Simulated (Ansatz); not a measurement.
**Titanium, bcc under PBE: structure, energy and stiffness**

Aim: take titanium in the bcc structure, relax it, solve it on a dense k-mesh, then scale the cell to 7 volumes from 88 to 112 % of the relaxed one and try a fit of the equation of state. The start is ferromagnetic. The k-meshes are 13×13×13 for the relaxation; 22×22×22 for the dense run; 22×22×22 for the volumes.

This is Ti in the bcc structure; at room conditions it is hcp.

Program: Ansatz 0.2.0. Level of theory: DFT PBE, plane waves (420 eV) with PAW, scalar-relativistic. These are calculated values, not measurements.

**1. The structure to begin with**

It takes space group Im-3m (No. 229, cubic). The conventional cell has a = 3.281 Å, b = 3.281 Å, c = 3.281 Å, α = 90.00°, β = 90.00°, γ = 90.00°. Around Ti (site symmetry m-3m) lie 8 Ti at 2.84 Å.

Coordinates:

```xyz
1
Lattice="-1.6404 1.6404 1.6404 1.6404 -1.6404 1.6404 1.6404 1.6404 -1.6404" Properties=species:S:1:pos:R:3 pbc="T T T"
Ti    0.0000    0.0000    0.0000
```

Starting moments (μB): +1.

**2. Relaxation of the cell**

input.yaml

```yaml
crystal:
  lattice:
    - [-1.6404466475, 1.6404466475, 1.6404466475]
    - [1.6404466475, -1.6404466475, 1.6404466475]
    - [1.6404466475, 1.6404466475, -1.6404466475]
  atoms:
    - { symbol: Ti, position: [0.0, 0.0, 0.0], spin: 1.0 }
hamiltonian:
  xc: pbe
  pseudopotentials:
    kind: paw
    azcp:
      Ti: "pseudopotentials/Ti.paw.azcp"
basis:
  ecutwfc: 420
  fft_grid_basis: typed
kpoints:
  mp_grid: { grid: [13, 13, 13], shift: [0, 0, 0] }
magnetization:
  spin_polarized: true
scf:
  occupations: { method: fermi_dirac, width: 0.05 }
relax:
  max_steps: 60
  f_tol: 0.01
  cell: {}
```

Further steps of the session: Dense single point; Volume × 0.88; Volume × 0.92; Volume × 0.96; Volume × 1.0; Volume × 1.04; Volume × 1.08; Volume × 1.12.

Before running it: what results should come out? Wanted: space group; conventional cell; volume; shortest distance; gap on the mesh; magnetic state; relative to hcp; V₀, B₀, B₀′.

As calculated:

```
                      quantity                         value
space group (spins left aside)               Im-3m (No. 229)
             conventional cell                   a = 3.256 Å
                        volume                17.260 Å³/atom
             shortest distance                       2.820 Å
               gap on the mesh  none (levels filled in part)
                magnetic state                  non-magnetic
               relative to hcp                 +111 meV/atom
                   V₀, B₀, B₀′  17.231 Å³/atom, 107 GPa, 3.4
```

**Reading.** The relaxation shrank the cell by 2.3 % in volume. Against the reference form of titanium (hcp, computed apart with the same settings) it stands 111 meV/atom higher. The moments die out: the run ends non-magnetic. No gap shows: it is a metal or semimetal at this level. B₀ comes out at 107 GPa. The symmetry was held, so the structure may be unstable against distortions that break it.
